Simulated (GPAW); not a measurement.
MgO:

```
Mg O
1.0
     0.00000    2.09700    2.09700
     2.09700    0.00000    2.09700
     2.09700    2.09700    0.00000
Mg O
1 1
Direct
  0.00000 0.00000 0.00000
  0.50000 0.50000 0.50000
```

The cell is a database's computed one.

Base run:

* Program: GPAW 26.7.0
* Functional: r2SCAN
* Potentials or basis: GPAW PAW data sets (gpaw-data 1.2.1)
* Cutoff: 800 eV
* Basis: pw
* k mesh: 9 × 9 × 9
* Occupations: fermi-dirac, width 0.05 eV
* Spin: no spin polarisation

Its results: band gap on the k mesh 5.80 eV, direct.

Problem. The run is repeated on the same cell with these changes: functional from r2SCAN to vdW-DF; band points from 100 to 60. What comes out?

Solution. Band gap on the k mesh 5.31 eV, direct.
